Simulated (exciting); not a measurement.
# ZnSe (Stilleite) (F-43m) in exciting: further runs

The runs below take ZnSe (Stilleite) through single point, with LDA.

Program: exciting (release sodium). These are calculated values, not measurements. Logs are shortened: lines on timing, memory, paths and dates and some standing lists are left out, and cuts for length are marked.

**The experiment to reproduce.**

“Alloy Disordering Effects on the Thermal Conductivity and Energy Gap Temperature Dependence of Cd1−xZnxSe Ternary Crystals Grown by the Bridgman Method”, 2023, pmc:10253836 reports, for a bulk crystal of ZnSe at 300 K: band gap 2.695 ± 0.003 eV (an exciton energy, a little under the gap).

How close the calculation comes is told below.

### 1 The crystal as given

It takes space group F-43m (No. 216, cubic). Conventional cell: a = 5.668 Å, b = 5.668 Å, c = 5.668 Å, α = 90.00°, β = 90.00°, γ = 90.00°. Around Se (site symmetry -43m) lie 4 Zn at 2.45 Å. Zn (site symmetry -43m) is surrounded by 4 Se at 2.45 Å.

### 2 Single point, LDA

Contents of input.xml:

```xml
<input>
  <title>ZnSe</title>
  <structure speciespath="./" tshift="false">
    <crystal scale="1">
      <basevect>0.000000000000 5.355105891965 5.355105891965</basevect>
      <basevect>5.355105891965 0.000000000000 5.355105891965</basevect>
      <basevect>5.355105891965 5.355105891965 0.000000000000</basevect>
    </crystal>
    <species speciesfile="Se.xml" rmt="2">
      <atom coord="0.750000000000 0.750000000000 0.750000000000"/>
    </species>
    <species speciesfile="Zn.xml" rmt="2">
      <atom coord="0.000000000000 0.000000000000 0.000000000000"/>
    </species>
  </structure>
  <groundstate do="fromscratch" ngridk="5 5 5" rgkmax="8" gmaxvr="14" lmaxapw="10" lmaxmat="10" lmaxvr="8" xctype="LDA_PW" stype="Gaussian" swidth="0.00036749" nempty="10" ValenceRelativity="iora*" epsengy="1e-05" epspot="1e-05" maxscl="60" tforce="true" outputlevel="low"/>
  <properties>
    <chargedensityplot>
      <plot3d>
        <box grid="21 21 21">
          <origin coord="0 0 0"/>
          <point coord="1 0 0"/>
          <point coord="0 1 0"/>
          <point coord="0 0 1"/>
        </box>
      </plot3d>
    </chargedensityplot>
    <elfplot>
      <plot3d>
        <box grid="21 21 21">
          <origin coord="0 0 0"/>
          <point coord="1 0 0"/>
          <point coord="0 1 0"/>
          <point coord="0 0 1"/>
        </box>
      </plot3d>
    </elfplot>
    <exccplot>
      <plot3d>
        <box grid="21 21 21">
          <origin coord="0 0 0"/>
          <point coord="1 0 0"/>
          <point coord="0 1 0"/>
          <point coord="0 0 1"/>
        </box>
      </plot3d>
    </exccplot>
  </properties>
</input>
```

Potentials or basis: all-electron LAPW+lo, shipped species files, valence relativity iora*.

Run with:

```bash
> OMP_NUM_THREADS=1 exciting_smp
```

INFO.OUT:

```text
================================================================================
EXCITING SODIUM started
[... 10 lines left out ...]

 Lattice vectors (cartesian) :
      0.0000000000      5.3551058920      5.3551058920
      5.3551058920      0.0000000000      5.3551058920
      5.3551058920      5.3551058920      0.0000000000

 Reciprocal lattice vectors (cartesian) :
     -0.5866536941      0.5866536941      0.5866536941
      0.5866536941     -0.5866536941      0.5866536941
      0.5866536941      0.5866536941     -0.5866536941

 Unit cell volume                           :     307.1384474741
 Brillouin zone volume                      :       0.8076169411

 Species :    1 (Se)
     parameters loaded from                 :    Se.xml
     name                                   :    selenium

     atomic positions (lattice) :
       1 :   0.75000000  0.75000000  0.75000000

 Species :    2 (Zn)
     parameters loaded from                 :    Zn.xml
     name                                   :    zinc

     atomic positions (lattice) :
       1 :   0.00000000  0.00000000  0.00000000

 Total number of atoms per unit cell        :       2

 Spin treatment                             :    spin-unpolarised

 Number of Bravais lattice symmetries       :      48
 Number of crystal symmetries               :      24

 k-point grid                               :       5    5    5
 Total number of k-points                   :      14
 k-point set is reduced with crystal symmetries

 R^MT_min * |G+k|_max (rgkmax)              :       8.00000000

 G-vector grid sizes                        :      36    36    36
 Total number of G-vectors                  :   14211

 Total nuclear charge                       :     -64.00000000
 Total electronic charge                    :      64.00000000

 Number of empty states                     :      10
 Total number of valence states             :      28

 Exchange-correlation type                  :       3
     Perdew-Wang, Phys. Rev. B 45, 13244 (1992)

 Smearing scheme                            :    Gaussian
 Smearing width                             :       0.00036749

++++++++++++++++++++++++++++++++++++++++++++++++++++++++++++++++++++++++++++++++
+ Ending initialization                                                        +
++++++++++++++++++++++++++++++++++++++++++++++++++++++++++++++++++++++++++++++++

********************************************************************************
* Groundstate module started                                                   *
********************************************************************************
 Output level for this task is set to low

++++++++++++++++++++++++++++++++++++++++++++++++++++++++++++++++++++++++++++++++
[... 5 lines left out ...]
+ SCF iteration number :    1                                                  +
++++++++++++++++++++++++++++++++++++++++++++++++++++++++++++++++++++++++++++++++
 Total energy                               :     -4217.93129723
 _______________________________________________________________
 Fermi energy                               :         0.14525417
 DOS at Fermi energy (states/Ha/cell)       :         0.00000000
 Electron charge: Core leakage              :         0.00173188

 Estimated fundamental gap                  :         0.04948292
        valence-band maximum at    1      0.0000  0.0000  0.0000
     conduction-band minimum at    1      0.0000  0.0000  0.0000

++++++++++++++++++++++++++++++++++++++++++++++++++++++++++++++++++++++++++++++++
+ SCF iteration number :    2                                                  +
++++++++++++++++++++++++++++++++++++++++++++++++++++++++++++++++++++++++++++++++
 Total energy                               :     -4220.64889330
 _______________________________________________________________
 Fermi energy                               :         0.14575488
 DOS at Fermi energy (states/Ha/cell)       :         0.00000000
 Electron charge: Core leakage              :         0.00171239

 Estimated fundamental gap                  :         0.04507340
        valence-band maximum at    1      0.0000  0.0000  0.0000
     conduction-band minimum at    1      0.0000  0.0000  0.0000

 RMS change in effective potential (target) :  0.323973E-01  ( 0.100000E-04)
 Absolute change in total energy   (target) :   2.71760      ( 0.100000E-04)
 Charge distance                   (target) :  0.379575E-02  ( 0.100000E-04)
 Abs. change in max-nonIBS-force   (target) :   0.00000      ( 0.500000E-04)

++++++++++++++++++++++++++++++++++++++++++++++++++++++++++++++++++++++++++++++++
+ SCF iteration number :    3                                                  +
++++++++++++++++++++++++++++++++++++++++++++++++++++++++++++++++++++++++++++++++
 Total energy                               :     -4220.47416288
 _______________________________________________________________
 Fermi energy                               :         0.14684898
 DOS at Fermi energy (states/Ha/cell)       :         0.00000000
 Electron charge: Core leakage              :         0.00171111

 Estimated fundamental gap                  :         0.04151937
        valence-band maximum at    1      0.0000  0.0000  0.0000
     conduction-band minimum at    1      0.0000  0.0000  0.0000

 RMS change in effective potential (target) :  0.238556E-01  ( 0.100000E-04)
 Absolute change in total energy   (target) :  0.174730      ( 0.100000E-04)
 Charge distance                   (target) :  0.140042E-02  ( 0.100000E-04)
 Abs. change in max-nonIBS-force   (target) :   0.00000      ( 0.500000E-04)
[... 181 lines left out ...]
++++++++++++++++++++++++++++++++++++++++++++++++++++++++++++++++++++++++++++++++
+ SCF iteration number :   14                                                  +
++++++++++++++++++++++++++++++++++++++++++++++++++++++++++++++++++++++++++++++++
 Total energy                               :     -4220.57357548
 _______________________________________________________________
 Fermi energy                               :         0.14569752
 DOS at Fermi energy (states/Ha/cell)       :         0.00000000
 Electron charge: Core leakage              :         0.00170641

 Estimated fundamental gap                  :         0.03759020
        valence-band maximum at    1      0.0000  0.0000  0.0000
     conduction-band minimum at    1      0.0000  0.0000  0.0000

 RMS change in effective potential (target) :  0.403072E-08  ( 0.100000E-04)
 Absolute change in total energy   (target) :  0.288793E-05  ( 0.100000E-04)
 Charge distance                   (target) :  0.207673E-08  ( 0.100000E-04)
 Abs. change in max-nonIBS-force   (target) :   0.00000      ( 0.500000E-04)

++++++++++++++++++++++++++++++++++++++++++++++++++++++++++++++++++++++++++++++++
+ SCF iteration number :   15                                                  +
++++++++++++++++++++++++++++++++++++++++++++++++++++++++++++++++++++++++++++++++
 Total energy                               :     -4220.57357604
 _______________________________________________________________
 Fermi energy                               :         0.14569752
 DOS at Fermi energy (states/Ha/cell)       :         0.00000000
 Electron charge: Core leakage              :         0.00170641

 Estimated fundamental gap                  :         0.03759020
        valence-band maximum at    1      0.0000  0.0000  0.0000
     conduction-band minimum at    1      0.0000  0.0000  0.0000

 RMS change in effective potential (target) :  0.210986E-09  ( 0.100000E-04)
 Absolute change in total energy   (target) :  0.558161E-06  ( 0.100000E-04)
 Charge distance                   (target) :  0.376850E-09  ( 0.100000E-04)
 Abs. change in max-nonIBS-force   (target) :   0.00000      ( 0.500000E-04)

++++++++++++++++++++++++++++++++++++++++++++++++++++++++++++++++++++++++++++++++
| Convergency criteria checked for the last 2 iterations                       +
| Convergence targets achieved. Performing final SCF iteration                 +
++++++++++++++++++++++++++++++++++++++++++++++++++++++++++++++++++++++++++++++++
 Total energy                               :     -4220.57357600
 _______________________________________________________________
 Fermi energy                               :         0.14569752
 DOS at Fermi energy (states/Ha/cell)       :         0.00000000
 Electron charge: Core leakage              :         0.00170641

 Estimated fundamental gap                  :         0.03759020
        valence-band maximum at    1      0.0000  0.0000  0.0000
     conduction-band minimum at    1      0.0000  0.0000  0.0000

++++++++++++++++++++++++++++++++++++++++++++++++++++++++++++++++++++++++++++++++
+ Self-consistent loop stopped                                                 +
++++++++++++++++++++++++++++++++++++++++++++++++++++++++++++++++++++++++++++++++
 STATE.OUT is written

--------------------------------------------------------------------------------
- Writing atomic positions and forces                                          -
--------------------------------------------------------------------------------

 Atomic positions (lattice) :
 atom     1  Se  :     0.75000000    0.75000000    0.75000000
 atom     2  Zn  :     0.00000000    0.00000000    0.00000000

 Total atomic forces including IBS (cartesian) :
 atom     1  Se  :    -0.00000000    0.00000000   -0.00000000
 atom     2  Zn  :     0.00000000   -0.00000000    0.00000000

 Atomic force components including IBS (cartesian) :
 atom     1  Se  :    -0.00000000    0.00000000    0.00000000   HF force
                 :     0.00000000   -0.00000000    0.00000000   core correction
                 :     0.00000000   -0.00000000   -0.00000000   IBS correction
 atom     2  Zn  :     0.00000000   -0.00000000   -0.00000000   HF force
                 :    -0.00000000    0.00000000    0.00000000   core correction
                 :    -0.00000000    0.00000000    0.00000000   IBS correction

********************************************************************************
* Groundstate module stopped                                                   *
********************************************************************************

================================================================================
| EXCITING SODIUM stopped                                                      =
================================================================================
```

It took 57 s on 1 thread of AMD EPYC 7R43 (Zen 3), shared host; peak memory 0.14 GiB.

Results:

- Free energy: -114847.6578 eV
- Band gap on the k mesh: 1.02 eV, direct

Caveat: rgkmax is low for these elements, so energy differences scatter by about 1 meV per atom.

### 3 Single point, LDA

Changes to input.xml since step 2:

```diff
@@ -15,3 +15,3 @@
   </structure>
-  <groundstate do="fromscratch" ngridk="5 5 5" rgkmax="8" gmaxvr="14" lmaxapw="10" lmaxmat="10" lmaxvr="8" xctype="LDA_PW" stype="Gaussian" swidth="0.00036749" nempty="10" ValenceRelativity="iora*" epsengy="1e-05" epspot="1e-05" maxscl="60" tforce="true" outputlevel="low"/>
+  <groundstate do="fromscratch" ngridk="5 5 5" rgkmax="8" gmaxvr="14" lmaxapw="10" lmaxmat="10" lmaxvr="8" xctype="LDA_PW" stype="Gaussian" swidth="0.00183747" nempty="10" ValenceRelativity="iora*" epsengy="1e-05" epspot="1e-05" maxscl="60" tforce="true" outputlevel="high"/>
   <properties>
```

Potentials or basis: all-electron LAPW+lo, shipped species files, valence relativity iora*.

Run with:

```bash
> OMP_NUM_THREADS=1 exciting_smp
```

INFO.OUT:

```text
================================================================================
EXCITING SODIUM started
[... 10 lines left out ...]

 Lattice vectors (cartesian) :
      0.0000000000      5.3551058920      5.3551058920
      5.3551058920      0.0000000000      5.3551058920
      5.3551058920      5.3551058920      0.0000000000

 Reciprocal lattice vectors (cartesian) :
     -0.5866536941      0.5866536941      0.5866536941
      0.5866536941     -0.5866536941      0.5866536941
      0.5866536941      0.5866536941     -0.5866536941

 Unit cell volume                           :     307.1384474741
 Brillouin zone volume                      :       0.8076169411

 Species :    1 (Se)
     parameters loaded from                 :    Se.xml
[... 751 lines left out ...]

--------------------------------------------------------------------------------
- Writing atomic positions and forces                                          -
--------------------------------------------------------------------------------

 Atomic positions (lattice) :
 atom     1  Se  :     0.75000000    0.75000000    0.75000000
 atom     2  Zn  :     0.00000000    0.00000000    0.00000000

 Total atomic forces including IBS (cartesian) :
 atom     1  Se  :    -0.00000000    0.00000000   -0.00000000
 atom     2  Zn  :     0.00000000   -0.00000000    0.00000000

 Atomic force components including IBS (cartesian) :
 atom     1  Se  :    -0.00000000    0.00000000    0.00000000   HF force
                 :     0.00000000   -0.00000000    0.00000000   core correction
                 :     0.00000000   -0.00000000   -0.00000000   IBS correction
 atom     2  Zn  :     0.00000000   -0.00000000   -0.00000000   HF force
                 :    -0.00000000    0.00000000    0.00000000   core correction
                 :    -0.00000000    0.00000000    0.00000000   IBS correction

********************************************************************************
* Groundstate module stopped                                                   *
********************************************************************************

================================================================================
| EXCITING SODIUM stopped                                                      =
================================================================================
```

stdout:

```text
Info(rhoplot):
 3D density plot written to RHO3D.xml

Info(potplot):
 3D Coulomb potential plot written to VCL3D.xml
 3D exchange-correlation potential plot written to VXC3D.xml

Info(elfplot): 3D ELF plot written to ELF3D.xml
```

Run time: 67 s. Hardware: 1 thread of AMD EPYC 7R43 (Zen 3), shared host; peak memory 0.14 GiB.

Results:

- Free energy: -114847.6578 eV
- Band gap on the k mesh: 1.02 eV, direct
- All electrons inside the program's atomic spheres: Se 31.27; Zn 28.12 (radii Se 2.0, Zn 2.0 bohr)

Levels at points of the mesh, in eV from the valence-band top:
```
           k point  band 14  band 15  band 16  band 17  band 18  band 19  band 20  band 21
(0.00, 0.00, 0.00)    -6.32     0.00     0.00     0.00     1.02     5.71     5.71     5.71
```

Caveat: rgkmax is low for these elements, so energy differences scatter by about 1 meV per atom.

(Continued in part 2 of 2.)
